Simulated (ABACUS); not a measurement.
GaP:

```
CELL_PARAMETERS angstrom
0.00000 2.72525 2.72525
2.72525 0.00000 2.72525
2.72525 2.72525 0.00000
ATOMIC_POSITIONS crystal
Ga 0.00000 0.00000 0.00000
P 0.75000 0.75000 0.75000
```

```yaml
Program: ABACUS 3.10.1
Task: relaxation of cell and atoms
Functional: BLYP
Potentials_or_basis: SPMS ONCV 1.0 PBE
Cutoff: 1361 eV
Density_cutoff: 5442 eV
Basis: DZP LCAO (the cutoffs set its grid)
k_mesh: 7 × 7 × 7
Occupations: fermi-dirac, width 0.05 eV
Spin: no spin polarisation
```

At the start: pressure 7.6 GPa; volume 20.24 Å³/atom.

**Question.** Where does the relaxation end?

**Answer.** Over 3 steps the energy falls by 42.8 meV/atom and the volume is 22.21 Å³/atom (+9.7 %); space group F-43m (No. 216, to 0.05 Å).

The path:
```tsv
step	energy change (eV)	largest force (eV/Å)	pressure (GPa)	volume (Å³)
1	0.0000	0.0000	7.59	40.48
2	-0.0660	0.0000	-2.77	46.59
3	-0.0856	0.0000	0.01	44.42
```

Final structure:
```yaml
crystal:
  lattice:
    - [0.00000, 2.81092, 2.81092]
    - [2.81092, 0.00000, 2.81092]
    - [2.81092, 2.81092, 0.00000]
  atoms:
    - { symbol: Ga, position: [0.00000, 0.00000, 0.00000] }
    - { symbol: P, position: [0.75000, 0.75000, 0.75000] }
```

Caveat: the atomic orbitals were generated for these runs and aren't a published set; the potentials were made for another functional, which shifts forces and pressure; the basis of atomic orbitals isn't converged, which shifts pressures, moduli and gaps.
